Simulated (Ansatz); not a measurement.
Ag under compression and expansion

Space group P6_3/mmc (No. 194). a = 2.886 Å, b = 2.886 Å, c = 10.000 Å, α = 90.00°, β = 90.00°, γ = 120.00°
| atom | site | symmetry | x | y | z |
| --- | --- | --- | --- | --- | --- |
| Ag | 2c | -6m2 | 0.3333 | 0.6667 | 0.2500 |
| Ag | 2a | -3m. | 0.0000 | 0.0000 | 0.0000 |

The runs use the primitive cell with vectors (2.886, 0.000, 0.000), (-1.443, 2.500, 0.000), (0.000, 0.000, 10.000) Å, to which the k mesh refers.

The cell comes from COD entry 1509194, which wasn't checked; take it as a given geometry.

All numbers are computed: DFT, PBE, all-electron LAPW, scalar-relativistic (Ansatz 0.2.0); DFT, PBE, PAW with Ansatz's default frozen-core files, scalar-relativistic (Ansatz 0.2.0).

For LAPW: a Γ-centred 14×14×4 k mesh, Fermi–Dirac smearing of 0.08 eV, basis error target 0.5 meV/atom, no spin polarisation. PAW takes a cutoff of 420 eV at this cell. The Ansatz runs share mesh, smearing and spin set-up. Plane-wave (PAW) pressures include the program's estimate of the Pulay term.

The cell above is scaled evenly, with fractional coordinates and shape held.

(1) Estimate the equilibrium volume and bulk modulus that all-electron LAPW gives for this fixed shape.

Results:

(1) V0 = 17.96 Å³/atom, B0 = 89 GPa, B0′ = 5.7, from a third-order Birch–Murnaghan fit to these pressures:
```csv
V/V(cell),V (Å³/atom),"P, LAPW (GPa)","P, PAW (GPa)","free energy over the lowest listed, PAW (meV/atom)"
0.9400,16.953,6.05,6.08,17.8
0.9600,17.314,3.61,3.63,6.9
0.9800,17.675,1.48,1.49,1.2
0.9900,17.855,0.52,0.53,0.1
1.0000,18.035,-0.38,-0.38,0.0
1.0100,18.216,-1.23,-1.22,0.9
1.0200,18.396,-2.01,-2.01,2.7
1.0400,18.757,-3.44,-3.43,8.9
1.0600,19.117,-4.67,-4.67,18.0
```
